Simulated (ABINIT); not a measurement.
**Ge in ABINIT: the effect of functional**

Crystal: Ge.

```
CELL_PARAMETERS angstrom
3.99759 0.00000 0.00000
-1.99879 3.46201 0.00000
0.00000 0.00000 6.59938
ATOMIC_POSITIONS crystal
Ge 0.33333 0.66667 0.93710
Ge 0.66667 0.33333 0.43710
Ge 0.33333 0.66667 0.56290
Ge 0.66667 0.33333 0.06290
```

This isn't the form of Ge at room conditions, which is diamond.

Alike in all runs:

- Program: ABINIT 10.8.3 (patched build)
- Task: single point
- Potentials or basis: Ansatz PAW PBE default generated set, frozen core
- Cutoff: 490 eV
- k mesh: 8 × 8 × 4
- Occupations: fermi-dirac, width 0.05 eV
- Spin: no spin polarisation

```tsv
functional	gap on the mesh (eV)	pressure (GPa)
PBE	0.13	2.9
LDA	?	?
PBEsol	0.11	0.0
RPBE	none	4.7
BLYP	0.19	6.6
AM05	0.12	0.1
r2SCAN	0.08	-0.1
SCAN	none	-0.3
revPBE	none	4.2
PW91	0.17	2.8
WC	0.14	0.1
```

What does the run with functional LDA give?

gap on the mesh 0.16 eV; pressure -1.9 GPa.

Caveats: the atomic spheres overlap; the PAW data sets were made with another functional, which shifts forces and pressure a little (some runs).

A k mesh can miss the band edges.

A gap of «none» marks a metal or a gap under the smearing width.
